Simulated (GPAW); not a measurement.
# FeO (Wuestite) (Fm-3m) in GPAW: a series of runs

The runs below take FeO (Wuestite) through equation of state, band structure, with HSE06, PBE.

All numbers are computed with GPAW 26.7.0; they aren't measurements. Logs are shortened: lines on timing, memory, paths and dates and some standing lists are left out, and cuts for length are marked. The log counts tension as positive stress, the text compression.

**What was measured.**

From “W\"ustite: Electric, thermodynamic and optical properties of FeO”, 2012, arxiv:1203.1201, for a bulk crystal of FeO: band gap 2.4 eV (optical).

The results are compared with them further down.

## 1. The crystal as given

It takes space group Fm-3m (No. 225, cubic). The conventional cell has a = 4.311 Å, b = 4.311 Å, c = 4.311 Å, α = 90.00°, β = 90.00°, γ = 90.00°. Around Fe (site symmetry m-3m) lie 6 O at 2.16 Å. Around O (site symmetry m-3m) lie 6 Fe at 2.16 Å.

## 2. Equation of state, HSE06, collinear spin, ferromagnetic start

The input, run.py:

```python
from ase.eos import EquationOfState
from ase.io import Trajectory, read
from ase.units import GPa
from ase.parallel import parprint
from gpaw import GPAW, PW

atoms = read('POSCAR')
atoms.set_initial_magnetic_moments([3.0, 0.0])

traj = Trajectory('eos.traj', 'w')
volumes, energies = [], []
for x in [0.94, 0.96, 0.98, 1.0, 1.02, 1.04, 1.06]:
    a = atoms.copy()
    a.set_cell(atoms.cell * x**(1 / 3), scale_atoms=True)
    calc = GPAW(mode=PW(600),
                xc='HSE06',
                kpts={'size': (3, 3, 3), 'gamma': True},
                occupations={'name': 'fermi-dirac', 'width': 0.05},
                nbands=13,
                convergence={'density': 1e-05, 'energy': 1e-05},
                maxiter=60,
                txt=f'eos-{x:.2f}.txt')
    a.calc = calc
    energies.append(a.get_potential_energy(force_consistent=True))
    volumes.append(a.get_volume())
    calc.write(f'eos-{x:.2f}.gpw')
    traj.write(a)
    parprint(f'{x:.2f} {volumes[-1]:10.4f} A^3 {energies[-1]:14.6f} eV', flush=True)

v0, e0, B = EquationOfState(volumes, energies, eos='birchmurnaghan').fit()
parprint(f'V0 = {v0:.4f} A^3, E0 = {e0:.6f} eV, B0 = {B / GPa:.2f} GPa')
```

The input, POSCAR:

```
FeO
1.0
    0.0000000000      2.1554000000      2.1554000000
    2.1554000000      0.0000000000      2.1554000000
    2.1554000000      2.1554000000      0.0000000000
Fe O
1 1
Direct
    0.0000000000      0.0000000000      0.0000000000
    0.5000000000      0.5000000000      0.5000000000
```

Potentials or basis: GPAW PAW data sets (gpaw-data 1.2.1), pw.

Launch:

```bash
> OMP_NUM_THREADS=1 mpirun -n 4 gpaw python run.py
```

The log of the run:

```text
__  _  _
 | _ |_)|_||  |
 |__||  | ||/\| - 26.7.0

Input parameters:
  mode=PW(ecut=600.0),
  convergence={'density': 1e-05, 'energy': 1e-05},
  kpts=MonkhorstPack(size=(3, 3, 3), gamma=True),
  maxiter=60,
  nbands=13,
  occupations=Occupations(name='fermi-dirac', width=0.05),
  xc=XC(name='HSE06')

Diagonalizing LCAO Hamiltonian
Converting LCAO to pw mode

              O

       Fe

Atoms  # Å, Bohr magnetons
|   | symbol |        x |        y |        z |    initial magnetic moments |
|---|--------|----------|----------|----------|-----------------------------|
| 0 |     Fe | 0.000000 | 0.000000 | 0.000000 | ( 0.0000,  0.0000,  3.0000) |
| 1 |      O | 2.111400 | 2.111400 | 2.111400 | ( 0.0000,  0.0000,  0.0000) |

Unit cell  # Å
| periodic |        x |        y |        z |  lengths |    angles |
|----------|----------|----------|----------|----------|-----------|
|      yes | 0.000000 | 2.111400 | 2.111400 | 2.985970 | 60.000000 |
|      yes | 2.111400 | 0.000000 | 2.111400 | 2.985970 | 60.000000 |
|      yes | 2.111400 | 2.111400 | 0.000000 | 2.985970 | 60.000000 |

Number of symmetries: 48
Symmetry operations  # r_c * U_cc + t_c -> r_c
|    | kind |            matrix            |
|----|------|------------------------------|
|  0 |  σ   |  1, 0, 0,  1, 0,-1,  1,-1, 0 |
|  1 |  C2  |  1, 0, 0,  1,-1, 0,  1, 0,-1 |
|  2 |  E   |  1, 0, 0,  0, 1, 0,  0, 0, 1 |
|  3 |  σ   |  1, 0, 0,  0, 0, 1,  0, 1, 0 |
|  4 |  C4  |  1, 0,-1,  1, 0, 0,  1,-1, 0 |
|  5 |  S6  |  1, 0,-1,  1,-1, 0,  1, 0, 0 |
|  6 |  σ   |  1, 0,-1,  0, 1,-1,  0, 0,-1 |
|  7 |  C3  |  1, 0,-1,  0, 0,-1,  0, 1,-1 |
|  8 |  S6  |  1,-1, 0,  1, 0, 0,  1, 0,-1 |
|  9 |  C4  |  1,-1, 0,  1, 0,-1,  1, 0, 0 |
| 10 |  C3  |  1,-1, 0,  0,-1, 1,  0,-1, 0 |
| 11 |  σ   |  1,-1, 0,  0,-1, 0,  0,-1, 1 |
| 12 |  σ   |  0, 1, 0,  1, 0, 0,  0, 0, 1 |
| 13 |  C4  |  0, 1, 0,  0, 1,-1, -1, 1, 0 |
| 14 |  C3  |  0, 1, 0,  0, 0, 1,  1, 0, 0 |
| 15 |  S6  |  0, 1, 0, -1, 1, 0,  0, 1,-1 |
| 16 |  C2  |  0, 1,-1,  1, 0,-1,  0, 0,-1 |
| 17 |  σ   |  0, 1,-1,  0, 1, 0, -1, 1, 0 |
| 18 |  S4  |  0, 1,-1,  0, 0,-1,  1, 0,-1 |
| 19 |  C4  |  0, 1,-1, -1, 1, 0,  0, 1, 0 |
| 20 |  C3  |  0, 0, 1,  1, 0, 0,  0, 1, 0 |
| 21 |  σ   |  0, 0, 1,  0, 1, 0,  1, 0, 0 |
| 22 |  S6  |  0, 0, 1,  0,-1, 1, -1, 0, 1 |
| 23 |  C4  |  0, 0, 1, -1, 0, 1,  0,-1, 1 |
| 24 |  S4  |  0, 0,-1,  1, 0,-1,  0, 1,-1 |
| 25 |  C3  |  0, 0,-1,  0, 1,-1,  1, 0,-1 |
| 26 |  C2  |  0, 0,-1,  0,-1, 0, -1, 0, 0 |
| 27 |  S6  |  0, 0,-1, -1, 0, 0,  0,-1, 0 |
| 28 |  S4  |  0,-1, 1,  1,-1, 0,  0,-1, 0 |
| 29 |  C4  |  0,-1, 1,  0, 0, 1, -1, 0, 1 |
| 30 |  C2  |  0,-1, 1,  0,-1, 0,  1,-1, 0 |
| 31 |  σ   |  0,-1, 1, -1, 0, 1,  0, 0, 1 |
| 32 |  C3  |  0,-1, 0,  1,-1, 0,  0,-1, 1 |
| 33 |  S6  |  0,-1, 0,  0, 0,-1, -1, 0, 0 |
| 34 |  S4  |  0,-1, 0,  0,-1, 1,  1,-1, 0 |
| 35 |  C2  |  0,-1, 0, -1, 0, 0,  0, 0,-1 |
| 36 |  C2  | -1, 1, 0,  0, 1, 0,  0, 1,-1 |
| 37 |  S6  | -1, 1, 0,  0, 1,-1,  0, 1, 0 |
| 38 |  S4  | -1, 1, 0, -1, 0, 1, -1, 0, 0 |
| 39 |  C3  | -1, 1, 0, -1, 0, 0, -1, 0, 1 |
| 40 |  S6  | -1, 0, 1,  0, 0, 1,  0,-1, 1 |
| 41 |  C2  | -1, 0, 1,  0,-1, 1,  0, 0, 1 |
| 42 |  C3  | -1, 0, 1, -1, 1, 0, -1, 0, 0 |
| 43 |  S4  | -1, 0, 1, -1, 0, 0, -1, 1, 0 |
| 44 |  C2  | -1, 0, 0,  0, 0,-1,  0,-1, 0 |
| 45 |  i   | -1, 0, 0,  0,-1, 0,  0, 0,-1 |
| 46 |  σ   | -1, 0, 0, -1, 1, 0, -1, 0, 1 |
| 47 |  C2  | -1, 0, 0, -1, 0, 1, -1, 1, 0 |

BZ-sampling:
  Number of BZ points: 27
  Number of IBZ points: 4

  Monkhorst-Pack size: [3, 3, 3]
  Monkhorst-Pack shift: [0, 0, 0]

K-points  # in reciprocal-cell coordinates
|   |                                coordinates |     weight |
|---|--------------------------------------------|------------|
| 0 | (  0.00000000,   0.00000000,   0.00000000) | 0.03703704 |
| 1 | (  0.33333333,   0.33333333,  -0.33333333) | 0.44444444 |
| 2 | (  0.33333333,   0.33333333,   0.00000000) | 0.22222222 |
| 3 | (  0.33333333,   0.33333333,   0.33333333) | 0.29629630 |

Plane wave coefficients: 634
Cutoff: 600.0 eV

Spin-components: 2 (collinear spins)
Bands:           13
Projectors:      11
Spin-degeneracy: 1
Datatype:        complex128

Parallelization:
  kpt:    4
  domain: 1
  band:   1

Density:
  Valence electrons: 14.0
  Components: 2
  Grid points: [18 18 18]
  Charge: 0.0  # |e|

Potential:
  Grid points: [18 18 18]

species:
  Fe:
    name:    Iron
    Z:       26.0
    valence: 8
    core:    18
    charge:  0.0  # [|e|]
    compensation charges:
      type: gauss
      rc: 0.33  # [Å]
      lmax: 2
    cutoffs:
      filter: 2.06  # [Å]
      core: 2.67  # [Å]
    projectors
    | kind |    occ | energy [eV] | rcut [Å] |
    |------|--------|-------------|----------|
    |   4s |  2.000 |      -5.291 |    1.164 |
    |   4p |  0.000 |      -1.326 |    1.058 |
    |   3d |  6.000 |      -7.505 |    1.058 |
    |    s |        |      21.920 |    1.164 |
    |    p |        |      25.885 |    1.058 |
    |    d |        |      19.706 |    1.058 |

    Using partial waves for Fe as LCAO basis

  O:
    name:    Oxygen
    Z:       8.0
    valence: 6
    core:    2
    charge:  0.0  # [|e|]
    compensation charges:
      type: gauss
      rc: 0.21  # [Å]
      lmax: 2
    cutoffs:
      filter: 1.17  # [Å]
      core: 0.83  # [Å]
    projectors
    | kind |    occ | energy [eV] | rcut [Å] |
    |------|--------|-------------|----------|
    |   2s |  2.000 |     -23.961 |    0.688 |
    |   2p |  4.000 |      -9.029 |    0.598 |
    |    s |        |       3.251 |    0.688 |
    |    p |        |      18.182 |    0.598 |
    |    d |        |       0.000 |    0.619 |

    Using partial waves for O as LCAO basis

Reference energy: -36660.306901  # eV

eigensolver:
  PPCG
  Converge bands: occupied
  niter=2

density mixing:
  MSR1-Mixer
  Pratt-step length: 0.05
  Maximum mixing coefficient: 0.75
  Old densities: 10
  SVD Regularization: 0.005
  Good broyden scale: 1.0
  Trust region scale: 1.0
  Backstep threshold: 4.0
  History deletion threshold: 6.0
  Fourier metric: weight=20.0, sigma=0.015

occupation numbers:
  Fermi-Dirac:
    width: 0.0500  # eV

poisson solver:
  ecut: 4800.0  # eV

xc functional:
  name: HYB_GGA_XC_HSE06 with 2 nearest neighbor stencil

convergence criteria:
- Maximum integral of absolute [dens]ity change: 1e-05 electrons / valence electron
- Maximum [total energy] change in last 3 cyles: 1e-05 eV / valence electron
- Maximum integral of absolute [eigenst]ate change: 4e-08 eV^2 / valence electron
maximum number of iterations: 60

IBZ(<points: 4, symmetries: 48>)
Occupied bands: 10
SCF iterations
|iter     | |      energy | eigst |  dens |  magmom |
|---------|-|-------------|-------|-------|---------|
|iter:   1| | -443.294100 | -0.02 |       |  +3.0024|
|iter:   2| |  -24.478453 | -0.32 | -0.50 |  +3.0523|
|iter:   3| |  -24.187168 | -1.29 | -0.68 |  +3.2298|
|iter:   4| |  -24.312387 | -1.56 | -0.81 |  +3.5056|
|iter:   5| |  -24.327328 | -2.06 | -1.00 |  +3.8311|
|iter:   6| |  -24.328910 | -2.79 | -1.36 |  +4.0038|
|iter:   7| |  -24.325074 | -3.14 | -1.80 |  +4.0045|
|iter:   8| |  -24.323245 | -3.66 | -1.99 |  +4.0009|
|iter:   9| |  -24.320668 | -3.54 | -2.25 |  +3.9998|
|iter:  10| |  -24.320756 | -4.57 | -2.62 |  +4.0000|
|iter:  11| |  -24.320642c| -5.02 | -2.83 |  +4.0001|
|iter:  12| |  -24.320648c| -5.31 | -3.08 |  +4.0000|
|iter:  13| |  -24.320638c| -5.72 | -3.46 |  +4.0000|
|iter:  14| |  -24.320635c| -5.83 | -3.97 |  +4.0000|
|iter:  15| |  -24.320629c| -7.55c| -4.12 |  +4.0000|
|iter:  16| |  -24.320618c| -7.16 | -4.28 |  +4.0000|
|iter:  17| |  -24.320617c| -7.36 | -4.78 |  +4.0000|
|iter:  18| |  -24.320617c| -7.95c| -5.02c|  +4.0000|

Converged in 18 steps
Energy contributions relative to reference atoms: (reference = -36660.306901)

Energy contributions:
  Kinetic:          30.269632
  Coulomb:         -24.864054
  Zero:              0.112695
  External:          0.000000
  Xc:              393.531379
  Entropy:          -0.008377
  Spinorbit:         0.000000
  Hybrid_Xc_Cc:      -360.816734
  Hybrid_Xc_Vc:       -23.119793
  Hybrid_Xc_Vv:       -39.429553
  ----------------------------
  Free energy:     -24.324806
  Extrapolated:    -24.320617

dipole moment: (-10.140329, -10.140329, -10.140329)  # |e|*Ang

Total magnetic moment: (0.000000, 0.000000, 4.000043)

Local magnetic moments
|        x |        y |        z |
|----------|----------|----------|
| 0.000000 | 0.000000 | 3.698558 |  # Fe   0
| 0.000000 | 0.000000 | 0.216501 |  # O    1

Fermi level: 10.775
Eigenvalues  # (at kpt = [0.000, 0.000, 0.000])
| band index |      eig [eV] | occ [0-1] |      eig [eV] | occ [0-1] |
|------------|---------------|-----------|---------------|-----------|
|          0 |       -13.813 |     1.000 |       -13.209 |     1.000 |
|          1 |         3.518 |     1.000 |         5.715 |     1.000 |
|          2 |         3.518 |     1.000 |         5.715 |     1.000 |
|          3 |         3.518 |     1.000 |         5.715 |     1.000 |
|          4 |         3.564 |     1.000 |         9.666 |     1.000 |
|          5 |         3.564 |     1.000 |         9.666 |     1.000 |
|          6 |         4.879 |     1.000 |         9.666 |     1.000 |
|          7 |         4.879 |     1.000 |        11.797 |     0.000 |
|          8 |         4.879 |     1.000 |        12.016 |     0.000 |
|          9 |        11.149 |     0.001 |        12.016 |     0.000 |
|         10 |        26.682 |     0.000 |        26.067 |     0.000 |
|         11 |        28.469 |     0.000 |        29.974 |     0.000 |
|         12 |        28.469 |     0.000 |        29.974 |     0.000 |

No gap
No difference between direct/indirect transitions
# Writing to eos-0.94.gpw (mode='')
```

Run time: 25 min. Hardware: 4 MPI ranks of Intel Xeon Platinum 8488C (Sapphire Rapids), shared host; peak memory 0.26 GiB.

Results:

| Item | Value |
| --- | --- |
| Equilibrium volume | 9.53 Å³/atom (rough: see the caveat) |
| Bulk modulus | 85 GPa (rough) |

Energy against volume, from the lowest point:
```tsv
volume (Å³/atom)	energy (meV/atom)
9.413	0.00
9.613	0.20
9.813	3.01
10.013	7.71
10.214	20.03
10.414	36.43
10.614	57.63
```

Caveat: the k mesh is coarse (spacing up to 0.84 Å⁻¹), so the values aren't converged, least of all with exact exchange; the energies scatter about the fit; the fit is doubtful: noisy points or a state that changes with volume; exact exchange converges slowly with the k mesh, and this mesh is small; the PAW data sets were made with another functional, which shifts forces and pressure a little.

## 3. Band structure, PBE, collinear spin, ferromagnetic start

The input, run.py:

```python
from ase import Atoms
from ase.dft.bandgap import bandgap
from ase.io import write
from ase.units import GPa
from gpaw import GPAW, PW, setup_paths

setup_paths.insert(0, '.')

atoms = Atoms(['Fe', 'O'],
              cell=[[0.0, 2.1554, 2.1554],
                    [2.1554, 0.0, 2.1554],
                    [2.1554, 2.1554, 0.0]],
              scaled_positions=[[0.0, 0.0, 0.0],
                                [0.5, 0.5, 0.5]],
              pbc=True)
atoms.set_initial_magnetic_moments([3.0, 0.0])

calc = GPAW(mode=PW(800),
            xc='PBE',
            kpts={'size': (9, 9, 9), 'gamma': True},
            occupations={'name': 'fermi-dirac', 'width': 0.05},
            nbands=17,
            convergence={'density': 1e-05, 'energy': 1e-05},
            maxiter=150,
            txt='gpaw.txt')
atoms.calc = calc
energy = atoms.get_potential_energy()
forces = atoms.get_forces()
stress = atoms.get_stress()
calc.write('gs.gpw')
write('result.traj', atoms)
print(f'Energy: {energy:.6f} eV')
print('Forces (eV/A):')
print(forces.round(4))
print('Stress (GPa):', (stress / GPa).round(3))
print('Moments:', calc.get_magnetic_moments().round(3))
print('Fermi level:', round(calc.get_fermi_level(), 4), 'eV')
print(f'Gap: {bandgap(calc)[0]:.4f} eV, direct: {bandgap(calc, direct=True)[0]:.4f} eV')

path = atoms.cell.bandpath('GXWKGLUWLK,UX', npoints=100, eps=1e-4)
bs_calc = calc.fixed_density(kpts=path, symmetry='off', nbands=26,
                             convergence={'bands': 'CBM+6.0', 'eigenstates': 1e-6}, txt='bands.txt')
bs = bs_calc.band_structure()
bs.write('bs.json')
print(f'Gap on the path: {bandgap(bs_calc)[0]:.4f} eV')
```

Potentials or basis: PAW data sets generated in the run's folder for this functional, pw.

Launch:

```bash
> gpaw-setup -f PBE Fe O
> OMP_NUM_THREADS=1 python run.py
```

gpaw.txt:

```text
__  _  _
 | _ |_)|_||  |
 |__||  | ||/\| - 26.7.0

Input parameters:
  mode=PW(ecut=800.0),
  convergence={'density': 1e-05, 'energy': 1e-05},
  kpts=MonkhorstPack(size=(9, 9, 9), gamma=True),
  maxiter=150,
  nbands=17,
  occupations=Occupations(name='fermi-dirac', width=0.05),
  xc=XC(name='PBE')

Diagonalizing LCAO Hamiltonian
Converting LCAO to pw mode

              O

       Fe

Atoms  # Å, Bohr magnetons
|   | symbol |        x |        y |        z |    initial magnetic moments |
|---|--------|----------|----------|----------|-----------------------------|
| 0 |     Fe | 0.000000 | 0.000000 | 0.000000 | ( 0.0000,  0.0000,  3.0000) |
| 1 |      O | 2.155400 | 2.155400 | 2.155400 | ( 0.0000,  0.0000,  0.0000) |

Unit cell  # Å
| periodic |        x |        y |        z |  lengths |    angles |
|----------|----------|----------|----------|----------|-----------|
|      yes | 0.000000 | 2.155400 | 2.155400 | 3.048196 | 60.000000 |
|      yes | 2.155400 | 0.000000 | 2.155400 | 3.048196 | 60.000000 |
|      yes | 2.155400 | 2.155400 | 0.000000 | 3.048196 | 60.000000 |

Number of symmetries: 48
Symmetry operations  # r_c * U_cc + t_c -> r_c
|    | kind |            matrix            |
|----|------|------------------------------|
|  0 |  σ   |  1, 0, 0,  1, 0,-1,  1,-1, 0 |
|  1 |  C2  |  1, 0, 0,  1,-1, 0,  1, 0,-1 |
|  2 |  E   |  1, 0, 0,  0, 1, 0,  0, 0, 1 |
|  3 |  σ   |  1, 0, 0,  0, 0, 1,  0, 1, 0 |
|  4 |  C4  |  1, 0,-1,  1, 0, 0,  1,-1, 0 |
|  5 |  S6  |  1, 0,-1,  1,-1, 0,  1, 0, 0 |
[... 180 lines left out ...]
|iter:   4| |  -15.909052 | -2.58 | -1.26 |  +3.8596|
|iter:   5| |  -15.920672 | -3.50 | -1.66 |  +4.0057|
|iter:   6| |  -15.919915 | -4.31 | -2.33 |  +4.0075|
|iter:   7| |  -15.920122 | -4.89 | -2.63 |  +4.0034|
|iter:   8| |  -15.920151 | -5.77 | -3.17 |  +4.0021|
|iter:   9| |  -15.920154c| -7.11 | -3.70 |  +4.0016|
|iter:  10| |  -15.920154c| -8.07c| -4.64 |  +4.0017|
|iter:  11| |  -15.920154c| -8.60c| -5.07c|  +4.0018|

Converged in 11 steps
Energy contributions relative to reference atoms: (reference = -36660.307593)

Energy contributions:
  Kinetic:          28.048416
  Coulomb:         -24.759292
  Zero:              0.249709
  External:          0.000000
  Xc:              -19.453846
  Entropy:          -0.010283
  Spinorbit:         0.000000
  ----------------------------
  Free energy:     -15.925295
  Extrapolated:    -15.920154

dipole moment: (-10.344452, -10.344452, -10.344452)  # |e|*Ang

Total magnetic moment: (0.000000, 0.000000, 4.001789)

Local magnetic moments
|        x |        y |        z |
|----------|----------|----------|
| 0.000000 | 0.000000 | 3.547041 |  # Fe   0
| 0.000000 | 0.000000 | 0.236257 |  # O    1

Fermi level: 9.262
Eigenvalues  # (at kpt = [0.000, 0.000, 0.000])
| band index |      eig [eV] | occ [0-1] |      eig [eV] | occ [0-1] |
|------------|---------------|-----------|---------------|-----------|
|          0 |       -11.547 |     1.000 |       -11.030 |     1.000 |
|          1 |         5.358 |     1.000 |         5.898 |     1.000 |
|          2 |         5.358 |     1.000 |         5.898 |     1.000 |
|          3 |         5.358 |     1.000 |         5.898 |     1.000 |
|          4 |         5.406 |     1.000 |         8.549 |     1.000 |
|          5 |         5.406 |     1.000 |         8.549 |     1.000 |
[... 9 lines left out ...]
|         15 |        29.656 |     0.000 |        31.355 |     0.000 |
|         16 |        29.656 |     0.000 |        31.355 |     0.000 |

No gap
No difference between direct/indirect transitions

Forces  # eV/Ang
|       x |        y |        z |
|---------|----------|----------|
| 0.00000 | -0.00000 | -0.00000 |  # Fe   0
| 0.00000 |  0.00000 |  0.00000 |  # O    1

Stress tensor  # eV/Ang^3
|         x |         y |         z |
|-----------|-----------|-----------|
| -0.005061 |  0.000000 |  0.000000 |
|  0.000000 | -0.005061 |  0.000000 |
|  0.000000 |  0.000000 | -0.005061 |

# Writing to gs.gpw (mode='')
```

It took 63 s on 1 thread of Arm Neoverse V1, shared host; peak memory 0.3 GiB.

Results:

* Free energy: -15.9253 eV
* Pressure: 0.8 GPa
* Band gap along the path: none (metal or under the smearing width)
* Net moment: 4.00 μB per cell
* Site moments: Fe +3.55; O +0.24 μB

Levels at the corners of the path, in eV from the Fermi level:
Spin up:
```tsv
point	band 5	band 6	band 7	band 8	band 9	band 10
Γ	-3.86	-3.86	-3.86	-3.65	-3.65	-0.04
X	-4.79	-3.26	-2.77	-2.75	-2.75	5.15
W	-3.01	-3.01	-2.89	-2.75	-1.71	7.33
K	-3.65	-2.89	-2.62	-2.45	-1.69	6.66
Γ	-3.86	-3.86	-3.86	-3.65	-3.65	-0.04
L	-3.03	-3.03	-2.48	-0.33	-0.33	3.95
U	-3.65	-2.89	-2.62	-2.45	-1.69	6.66
W	-3.01	-3.01	-2.89	-2.75	-1.71	7.33
L	-3.03	-3.03	-2.48	-0.33	-0.33	3.95
K	-3.65	-2.89	-2.62	-2.45	-1.69	6.66
U	-3.65	-2.89	-2.62	-2.45	-1.69	6.66
X	-4.79	-3.26	-2.77	-2.75	-2.75	5.15
```
Spin down:
| point | band 1 | band 2 | band 3 | band 4 | band 5 | band 6 | band 7 | band 8 | band 9 | band 10 |
| --- | --- | --- | --- | --- | --- | --- | --- | --- | --- | --- |
| Γ | -20.29 | -3.36 | -3.36 | -3.36 | -0.71 | -0.71 | -0.71 | 0.23 | 0.23 | 0.77 |
| X | -19.06 | -7.04 | -4.55 | -4.55 | -2.13 | 0.79 | 0.80 | 0.80 | 1.20 | 6.51 |
| W | -18.97 | -6.23 | -6.23 | -5.63 | -0.02 | -0.02 | 0.80 | 1.12 | 1.87 | 8.69 |
| K | -19.00 | -6.64 | -6.23 | -4.95 | -0.80 | 0.61 | 0.71 | 1.36 | 1.81 | 7.93 |
| Γ | -20.29 | -3.36 | -3.36 | -3.36 | -0.71 | -0.71 | -0.71 | 0.23 | 0.23 | 0.77 |
| L | -19.11 | -8.11 | -5.23 | -5.23 | 0.44 | 0.44 | 0.63 | 2.84 | 2.84 | 4.43 |
| U | -19.00 | -6.64 | -6.23 | -4.95 | -0.80 | 0.61 | 0.71 | 1.36 | 1.81 | 7.93 |
| W | -18.97 | -6.23 | -6.23 | -5.63 | -0.02 | -0.02 | 0.80 | 1.12 | 1.87 | 8.69 |
| L | -19.11 | -8.11 | -5.23 | -5.23 | 0.44 | 0.44 | 0.63 | 2.84 | 2.84 | 4.43 |
| K | -19.00 | -6.64 | -6.23 | -4.95 | -0.80 | 0.61 | 0.71 | 1.36 | 1.81 | 7.93 |
| U | -19.00 | -6.64 | -6.23 | -4.95 | -0.80 | 0.61 | 0.71 | 1.36 | 1.81 | 7.93 |
| X | -19.06 | -7.04 | -4.55 | -4.55 | -2.13 | 0.79 | 0.80 | 0.80 | 1.20 | 6.51 |

Caveat: a cell with one magnetic atom can't hold antiferromagnetic order, which such compounds often take; semilocal functionals often make such compounds metallic where correlation or magnetic order opens a gap, which also shifts bond lengths.

## 4. How close it comes

Step 3. A measured gap of FeO is 2.4 eV (optical; quoted in “W\"ustite: Electric, thermodynamic and optical properties of FeO”, 2012, arxiv:1203.1201); the calculated 0.00 eV misses it by -2.40 eV. So large a miss can be the level of theory's own, or it may mean another phase, state or a wrong row. The value is that of PBE, without temperature or zero-point motion. Semilocal functionals fall short of measured gaps as a rule. The run's magnetic order (collinear spin, ferromagnetic start) needn't be the measured crystal's.
